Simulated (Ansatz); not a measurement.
Input, command and steps of an Ansatz relaxation.

```yaml
crystal:
  lattice:
    - [0.0, 0.0, 8.3431635353]
    - [7.5365434309, -4.3512253786, 0.0]
    - [0.0, 8.7024507571, 0.0]
  atoms:
    - { symbol: B, position: [0.25, 0.0, 0.1666666667], spin: 0.077 }
    - { symbol: B, position: [0.25, 0.5, 0.1666666667] }
    - { symbol: B, position: [0.25, 0.3333333333, 0.3333333333] }
    - { symbol: B, position: [0.25, 0.1666666667, 0.5] }
    - { symbol: B, position: [0.25, 0.0, 0.6666666667] }
    - { symbol: B, position: [0.25, 0.8333333333, 0.3333333333] }
    - { symbol: B, position: [0.25, 0.6666666667, 0.5] }
    - { symbol: B, position: [0.25, 0.5, 0.6666666667] }
    - { symbol: B, position: [0.25, 0.3333333333, 0.8333333333] }
    - { symbol: B, position: [0.25, 0.1666666667, 0.0], spin: 0.077 }
    - { symbol: B, position: [0.25, 0.8333333333, 0.8333333333], spin: 0.077 }
    - { symbol: B, position: [0.25, 0.6666666667, 0.0] }
    - { symbol: B, position: [0.75, 0.1666666667, 0.1666666667], spin: 0.077 }
    - { symbol: B, position: [0.75, 0.6666666667, 0.1666666667] }
    - { symbol: B, position: [0.75, 0.5, 0.3333333333] }
    - { symbol: B, position: [0.75, 0.3333333333, 0.5] }
    - { symbol: B, position: [0.75, 0.1666666667, 0.6666666667] }
    - { symbol: B, position: [0.75, 0.0, 0.3333333333] }
    - { symbol: B, position: [0.75, 0.8333333333, 0.5] }
    - { symbol: B, position: [0.75, 0.6666666667, 0.6666666667] }
    - { symbol: B, position: [0.75, 0.5, 0.8333333333] }
    - { symbol: B, position: [0.75, 0.3333333333, 0.0] }
    - { symbol: B, position: [0.75, 0.0, 0.8333333333], spin: 0.077 }
    - { symbol: B, position: [0.75, 0.8333333333, 1.0], spin: 0.077 }
    - { symbol: "N", position: [0.75, 0.0, 0.1666666667], spin: 0.077 }
    - { symbol: "N", position: [0.75, 0.5, 0.1666666667] }
    - { symbol: "N", position: [0.75, 0.3333333333, 0.3333333333] }
    - { symbol: "N", position: [0.75, 0.1666666667, 0.5] }
    - { symbol: "N", position: [0.75, 0.0, 0.6666666667] }
    - { symbol: "N", position: [0.75, 0.8333333333, 0.3333333333] }
    - { symbol: "N", position: [0.75, 0.6666666667, 0.5] }
    - { symbol: "N", position: [0.75, 0.5, 0.6666666667] }
    - { symbol: "N", position: [0.75, 0.3333333333, 0.8333333333] }
    - { symbol: "N", position: [0.75, 0.1666666667, 0.0], spin: 0.077 }
    - { symbol: "N", position: [0.75, 0.8333333333, 0.8333333333], spin: 0.077 }
    - { symbol: "N", position: [0.75, 0.6666666667, 0.0] }
    - { symbol: "N", position: [0.25, 0.1666666667, 0.1666666667], spin: 0.077 }
    - { symbol: "N", position: [0.25, 0.6666666667, 0.1666666667] }
    - { symbol: "N", position: [0.25, 0.5, 0.3333333333] }
    - { symbol: "N", position: [0.25, 0.3333333333, 0.5] }
    - { symbol: "N", position: [0.25, 0.1666666667, 0.6666666667] }
    - { symbol: "N", position: [0.25, 0.0, 0.3333333333] }
    - { symbol: "N", position: [0.25, 0.8333333333, 0.5] }
    - { symbol: "N", position: [0.25, 0.6666666667, 0.6666666667] }
    - { symbol: "N", position: [0.25, 0.5, 0.8333333333] }
    - { symbol: "N", position: [0.25, 0.3333333333, 0.0] }
    - { symbol: "N", position: [0.25, 0.0, 0.8333333333], spin: 0.077 }
    - { symbol: "N", position: [0.25, 0.8333333333, 1.0], spin: 0.077 }
    - { symbol: H, position: [0.0, 0.0, 0.0], spin: 0.077 }
  host:
    lattice:
      - [2.5121811436, 0.0, 0.0]
      - [-1.2560905718, 2.1756126893, 0.0]
      - [0.0, 0.0, 8.3431635353]
    atoms:
      - { symbol: B, position: [0.3333333333, 0.6666666667, 0.25] }
      - { symbol: B, position: [0.6666666667, 0.3333333333, 0.75] }
      - { symbol: "N", position: [0.3333333333, 0.6666666667, 0.75] }
      - { symbol: "N", position: [0.6666666667, 0.3333333333, 0.25] }
basis:
  ecutwfc: 420
  xc_grid: 2
kpoints:
  mp_grid: { grid: [2, 2, 2], shift: [0.0, 0.0, 0.0] }
hamiltonian:
  xc: pbe
scf:
  occupations: { method: gaussian, width: 0.01 }
output:
  forces: true
  stress: false
  eigenvalues: true
  populations: true
  charged_corrections:
    defect_position: [0.0, 0.0, 0.0]
    epsilon: [[5.4678, 0.0, 0.0], [0.0, 5.4678, 0.0], [0.0, 0.0, 2.1413]]
magnetization:
  spin_polarized: true
relax:
  adjacent_minimum: "off"
  f_tol: 0.025
  max_steps: 45
```

```bash
ansatz run input.yaml --threads 4 --pin off --max-ram 8192MiB --backend cpu --events-out ev --progress --plain --runs-dir out
```

These are results of Ansatz 0.2.0, DFT PBE, scalar-relativistic, plane waves, PAW, not measurements.

The cell holds a point defect: H interstitial, neutral.

Of 4 frames 4 are shown, positions in Å and forces in eV/Å; the SCF threshold varies from step to step.

```xyz
49
Lattice="0.0000 0.0000 8.3432 7.5365 -4.3512 0.0000 0.0000 8.7025 0.0000" Properties=species:S:1:pos:R:3:forces:R:3 pbc="T T T" step=1 free_energy_over_end_meV_per_atom=1.82
B     0.0000    1.4504    2.0858    0.0000    0.0260   -0.0093
B     3.7683   -0.7252    2.0858    0.0009    0.0003   -0.0018
B     2.5122    1.4504    2.0858    0.0063    0.0037    0.0078
B     1.2561    3.6260    2.0858    0.0007    0.0006   -0.0018
B     0.0000    5.8016    2.0858    0.0000   -0.0073    0.0078
B     6.2805   -0.7252    2.0858   -0.0007    0.0006   -0.0018
B     5.0244    1.4504    2.0858   -0.0002   -0.0009   -0.0018
B     3.7683    3.6260    2.0858   -0.0009    0.0003   -0.0018
B     2.5122    5.8016    2.0858    0.0002   -0.0009   -0.0018
B     1.2561   -0.7252    2.0858    0.0226   -0.0130   -0.0093
B     6.2805    3.6260    2.0858   -0.0226   -0.0130   -0.0093
B     5.0244   -2.9008    2.0858   -0.0063    0.0037    0.0078
B     1.2561    0.7252    6.2574    0.0226    0.0130    0.0093
B     5.0244   -1.4504    6.2574   -0.0002    0.0009    0.0018
B     3.7683    0.7252    6.2574    0.0009   -0.0003    0.0018
B     2.5122    2.9008    6.2574    0.0002    0.0009    0.0018
B     1.2561    5.0764    6.2574    0.0007   -0.0006    0.0018
B     0.0000    2.9008    6.2574    0.0000    0.0073   -0.0078
B     6.2805    0.7252    6.2574   -0.0007   -0.0006    0.0018
B     5.0244    2.9008    6.2574   -0.0063   -0.0037   -0.0078
B     3.7683    5.0764    6.2574   -0.0009   -0.0003    0.0018
B     2.5122   -1.4504    6.2574    0.0063   -0.0037   -0.0078
B     0.0000    7.2520    6.2574    0.0000   -0.0260    0.0093
B     6.2805    5.0764    6.2574   -0.0226    0.0130    0.0093
N     0.0000    1.4504    6.2574    0.0000    0.0744   -0.1377
N     3.7683   -0.7252    6.2574   -0.0013   -0.0006    0.0019
N     2.5122    1.4504    6.2574   -0.0106   -0.0061   -0.0029
N     1.2561    3.6260    6.2574   -0.0012   -0.0008    0.0019
N     0.0000    5.8016    6.2574    0.0000    0.0123   -0.0029
N     6.2805   -0.7252    6.2574    0.0012   -0.0008    0.0019
N     5.0244    1.4504    6.2574    0.0001    0.0014    0.0019
N     3.7683    3.6260    6.2574    0.0013   -0.0006    0.0019
N     2.5122    5.8016    6.2574   -0.0001    0.0014    0.0019
N     1.2561   -0.7252    6.2574    0.0644   -0.0372   -0.1377
N     6.2805    3.6260    6.2574   -0.0644   -0.0372   -0.1377
N     5.0244   -2.9008    6.2574    0.0106   -0.0061   -0.0029
N     1.2561    0.7252    2.0858    0.0644    0.0372    0.1377
N     5.0244   -1.4504    2.0858    0.0001   -0.0014   -0.0019
N     3.7683    0.7252    2.0858   -0.0013    0.0006   -0.0019
N     2.5122    2.9008    2.0858   -0.0001   -0.0014   -0.0019
N     1.2561    5.0764    2.0858   -0.0012    0.0008   -0.0019
N     0.0000    2.9008    2.0858    0.0000   -0.0123    0.0029
N     6.2805    0.7252    2.0858    0.0012    0.0008   -0.0019
N     5.0244    2.9008    2.0858    0.0106    0.0061    0.0029
N     3.7683    5.0764    2.0858    0.0013    0.0006   -0.0019
N     2.5122   -1.4504    2.0858   -0.0106    0.0061    0.0029
N     0.0000    7.2520    2.0858    0.0000   -0.0744    0.1377
N     6.2805    5.0764    2.0858   -0.0644    0.0372    0.1377
H     0.0000    0.0000    0.0000    0.0000    0.0000    0.0000
49
Lattice="0.0000 0.0000 8.3432 7.5365 -4.3512 0.0000 0.0000 8.7025 0.0000" Properties=species:S:1:pos:R:3:forces:R:3 pbc="T T T" step=2 free_energy_over_end_meV_per_atom=0.28
B     0.0000    1.4505    2.2134    0.0000    0.0126    0.0403
B     3.7681   -0.7250    2.1917   -0.0005   -0.0003    0.0207
B     2.5128    1.4508    2.2024   -0.0008   -0.0004    0.0022
B     1.2562    3.6258    2.1917   -0.0005   -0.0003    0.0207
B     0.0000    5.8009    2.2024    0.0000    0.0009    0.0022
B     6.2804   -0.7254    2.1917    0.0005   -0.0003    0.0207
B     5.0246    1.4504    2.1917    0.0000    0.0006    0.0207
B     3.7684    3.6262    2.1917    0.0005   -0.0003    0.0207
B     2.5120    5.8017    2.1917    0.0000    0.0006    0.0207
B     1.2561   -0.7252    2.2134    0.0109   -0.0063    0.0403
B     6.2804    3.6260    2.2134   -0.0109   -0.0063    0.0403
B     5.0238   -2.9005    2.2024    0.0008   -0.0004    0.0022
B     1.2561    0.7252    6.1298    0.0109    0.0063   -0.0403
B     5.0246   -1.4504    6.1514    0.0000   -0.0006   -0.0207
B     3.7681    0.7250    6.1514   -0.0005    0.0003   -0.0207
B     2.5120    2.9008    6.1514    0.0000   -0.0006   -0.0207
B     1.2562    5.0766    6.1514   -0.0005    0.0003   -0.0207
B     0.0000    2.9015    6.1407    0.0000   -0.0009   -0.0022
B     6.2804    0.7254    6.1514    0.0005    0.0003   -0.0207
B     5.0238    2.9005    6.1407    0.0008    0.0004   -0.0022
B     3.7684    5.0763    6.1514    0.0005    0.0003   -0.0207
B     2.5128   -1.4508    6.1407   -0.0008    0.0004   -0.0022
B     0.0000    7.2520    6.1298    0.0000   -0.0126   -0.0403
B     6.2804    5.0765    6.1298   -0.0109    0.0063   -0.0403
N     0.0000    1.4513    6.1197    0.0000    0.0140   -0.0126
N     3.7685   -0.7253    6.1506   -0.0028   -0.0001    0.0132
N     2.5120    1.4503    6.1452   -0.0037   -0.0021    0.0161
N     1.2561    3.6263    6.1506   -0.0015   -0.0023    0.0132
N     0.0000    5.8018    6.1452    0.0000    0.0043    0.0161
N     6.2804   -0.7249    6.1506    0.0015   -0.0023    0.0132
N     5.0241    1.4503    6.1506    0.0013    0.0025    0.0132
N     3.7680    3.6259    6.1506    0.0028   -0.0001    0.0132
N     2.5124    5.8015    6.1506   -0.0013    0.0025    0.0132
N     1.2569   -0.7257    6.1197    0.0121   -0.0070   -0.0126
N     6.2797    3.6256    6.1197   -0.0121   -0.0070   -0.0126
N     5.0245   -2.9009    6.1452    0.0037   -0.0021    0.0161
N     1.2569    0.7257    2.2235    0.0121    0.0070    0.0126
N     5.0241   -1.4503    2.1926    0.0013   -0.0025   -0.0132
N     3.7685    0.7253    2.1926   -0.0028    0.0001   -0.0132
N     2.5124    2.9010    2.1926   -0.0013   -0.0025   -0.0132
N     1.2561    5.0761    2.1926   -0.0015    0.0023   -0.0132
N     0.0000    2.9006    2.1979    0.0000   -0.0043   -0.0161
N     6.2804    0.7249    2.1926    0.0015    0.0023   -0.0132
N     5.0245    2.9009    2.1979    0.0037    0.0021   -0.0161
N     3.7680    5.0766    2.1926    0.0028    0.0001   -0.0132
N     2.5120   -1.4503    2.1979   -0.0037    0.0021   -0.0161
N     0.0000    7.2511    2.2235    0.0000   -0.0140    0.0126
N     6.2797    5.0769    2.2235   -0.0121    0.0070    0.0126
H     0.0000    0.0000    0.0000    0.0000    0.0000    0.0000
49
Lattice="0.0000 0.0000 8.3432 7.5365 -4.3512 0.0000 0.0000 8.7025 0.0000" Properties=species:S:1:pos:R:3:forces:R:3 pbc="T T T" step=3 free_energy_over_end_meV_per_atom=0.01
B     0.0000    1.4506    2.3069    0.0000    0.0041   -0.0338
B     3.7681   -0.7250    2.2711   -0.0007   -0.0002   -0.0189
B     2.5128    1.4508    2.2824   -0.0030   -0.0017    0.0117
B     1.2562    3.6258    2.2711   -0.0005   -0.0004   -0.0189
B     0.0000    5.8009    2.2824    0.0000    0.0034    0.0117
B     6.2804   -0.7254    2.2711    0.0005   -0.0004   -0.0189
B     5.0246    1.4505    2.2711    0.0001    0.0007   -0.0189
B     3.7684    3.6262    2.2711    0.0007   -0.0002   -0.0189
B     2.5120    5.8017    2.2711   -0.0001    0.0007   -0.0189
B     1.2563   -0.7253    2.3069    0.0035   -0.0020   -0.0338
B     6.2803    3.6259    2.3069   -0.0035   -0.0020   -0.0338
B     5.0237   -2.9004    2.2824    0.0030   -0.0017    0.0117
B     1.2563    0.7253    6.0362    0.0035    0.0020    0.0338
B     5.0246   -1.4505    6.0721    0.0001   -0.0007    0.0189
B     3.7681    0.7250    6.0721   -0.0007    0.0002    0.0189
B     2.5120    2.9008    6.0721   -0.0001   -0.0007    0.0189
B     1.2562    5.0766    6.0721   -0.0005    0.0004    0.0189
B     0.0000    2.9016    6.0607    0.0000   -0.0034   -0.0117
B     6.2804    0.7254    6.0721    0.0005    0.0004    0.0189
B     5.0237    2.9004    6.0607    0.0030    0.0017   -0.0117
B     3.7684    5.0763    6.0721    0.0007    0.0002    0.0189
B     2.5128   -1.4508    6.0607   -0.0030    0.0017   -0.0117
B     0.0000    7.2518    6.0362    0.0000   -0.0041    0.0338
B     6.2803    5.0765    6.0362   -0.0035    0.0020    0.0338
N     0.0000    1.4515    6.0286    0.0000   -0.0062   -0.0116
N     3.7685   -0.7254    6.0747   -0.0011    0.0001   -0.0079
N     2.5120    1.4503    6.0652   -0.0016   -0.0009   -0.0253
N     1.2561    3.6263    6.0747   -0.0005   -0.0010   -0.0079
N     0.0000    5.8019    6.0652    0.0000    0.0018   -0.0253
N     6.2805   -0.7249    6.0747    0.0005   -0.0010   -0.0079
N     5.0241    1.4503    6.0747    0.0006    0.0009   -0.0079
N     3.7680    3.6259    6.0747    0.0011    0.0001   -0.0079
N     2.5124    5.8015    6.0747   -0.0006    0.0009   -0.0079
N     1.2571   -0.7258    6.0286   -0.0054    0.0031   -0.0116
N     6.2795    3.6255    6.0286    0.0054    0.0031   -0.0116
N     5.0246   -2.9009    6.0652    0.0016   -0.0009   -0.0253
N     1.2571    0.7258    2.3146   -0.0054   -0.0031    0.0116
N     5.0241   -1.4503    2.2685    0.0006   -0.0009    0.0079
N     3.7685    0.7254    2.2685   -0.0011   -0.0001    0.0079
N     2.5124    2.9009    2.2685   -0.0006   -0.0009    0.0079
N     1.2561    5.0762    2.2685   -0.0005    0.0010    0.0079
N     0.0000    2.9006    2.2779    0.0000   -0.0018    0.0253
N     6.2805    0.7249    2.2685    0.0005    0.0010    0.0079
N     5.0246    2.9009    2.2779    0.0016    0.0009    0.0253
N     3.7680    5.0766    2.2685    0.0011   -0.0001    0.0079
N     2.5120   -1.4503    2.2779   -0.0016    0.0009    0.0253
N     0.0000    7.2509    2.3146    0.0000    0.0062    0.0116
N     6.2795    5.0770    2.3146    0.0054   -0.0031    0.0116
H     0.0000    0.0000    0.0000    0.0000    0.0000    0.0000
49
Lattice="0.0000 0.0000 8.3432 7.5365 -4.3512 0.0000 0.0000 8.7025 0.0000" Properties=species:S:1:pos:R:3:forces:R:3 pbc="T T T" step=4 free_energy_over_end_meV_per_atom=0.00
B     0.0000    1.4506    2.2949    0.0000    0.0027    0.0101
B     3.7681   -0.7251    2.2623    0.0002    0.0003    0.0060
B     2.5128    1.4507    2.2760   -0.0018   -0.0010   -0.0103
B     1.2561    3.6258    2.2623    0.0003    0.0000    0.0060
B     0.0000    5.8010    2.2760    0.0000    0.0021   -0.0103
B     6.2804   -0.7254    2.2623   -0.0003    0.0000    0.0060
B     5.0245    1.4505    2.2623    0.0001   -0.0003    0.0060
B     3.7684    3.6261    2.2623   -0.0002    0.0003    0.0060
B     2.5120    5.8017    2.2623   -0.0001   -0.0003    0.0060
B     1.2563   -0.7253    2.2949    0.0024   -0.0014    0.0101
B     6.2803    3.6259    2.2949   -0.0024   -0.0014    0.0101
B     5.0238   -2.9005    2.2760    0.0018   -0.0010   -0.0103
B     1.2563    0.7253    6.0482    0.0024    0.0014   -0.0101
B     5.0245   -1.4505    6.0808    0.0001    0.0003   -0.0060
B     3.7681    0.7251    6.0808    0.0002   -0.0003   -0.0060
B     2.5120    2.9008    6.0808   -0.0001    0.0003   -0.0060
B     1.2561    5.0766    6.0808    0.0003    0.0000   -0.0060
B     0.0000    2.9015    6.0671    0.0000   -0.0021    0.0103
B     6.2804    0.7254    6.0808   -0.0003    0.0000   -0.0060
B     5.0238    2.9005    6.0671    0.0018    0.0010    0.0103
B     3.7684    5.0763    6.0808   -0.0002   -0.0003   -0.0060
B     2.5128   -1.4507    6.0671   -0.0018    0.0010    0.0103
B     0.0000    7.2518    6.0482    0.0000   -0.0027   -0.0101
B     6.2803    5.0765    6.0482   -0.0024    0.0014   -0.0101
N     0.0000    1.4514    6.0381    0.0000   -0.0011    0.0053
N     3.7685   -0.7253    6.0818   -0.0001    0.0001    0.0009
N     2.5120    1.4503    6.0722   -0.0016   -0.0009    0.0051
N     1.2561    3.6262    6.0818    0.0000   -0.0001    0.0009
N     0.0000    5.8018    6.0722    0.0000    0.0019    0.0051
N     6.2805   -0.7250    6.0818    0.0000   -0.0001    0.0009
N     5.0242    1.4503    6.0818    0.0001    0.0000    0.0009
N     3.7681    3.6259    6.0818    0.0001    0.0001    0.0009
N     2.5124    5.8015    6.0818   -0.0001    0.0000    0.0009
N     1.2570   -0.7257    6.0381   -0.0009    0.0005    0.0053
N     6.2796    3.6255    6.0381    0.0009    0.0005    0.0053
N     5.0245   -2.9009    6.0722    0.0016   -0.0009    0.0051
N     1.2570    0.7257    2.3050   -0.0009   -0.0005   -0.0053
N     5.0242   -1.4503    2.2613    0.0001    0.0000   -0.0009
N     3.7685    0.7253    2.2613   -0.0001   -0.0001   -0.0009
N     2.5124    2.9009    2.2613   -0.0001    0.0000   -0.0009
N     1.2561    5.0762    2.2613    0.0000    0.0001   -0.0009
N     0.0000    2.9007    2.2709    0.0000   -0.0019   -0.0051
N     6.2805    0.7250    2.2613    0.0000    0.0001   -0.0009
N     5.0245    2.9009    2.2709    0.0016    0.0009   -0.0051
N     3.7681    5.0766    2.2613    0.0001   -0.0001   -0.0009
N     2.5120   -1.4503    2.2709   -0.0016    0.0009   -0.0051
N     0.0000    7.2510    2.3050    0.0000    0.0011   -0.0053
N     6.2796    5.0769    2.3050    0.0009   -0.0005   -0.0053
H     0.0000    0.0000    0.0000    0.0000    0.0000    0.0000
```

It took 33 s on 4 threads of Intel(R) Xeon(R) 6975P-C (Granite Rapids), with other jobs on the host, peak memory 2 GiB.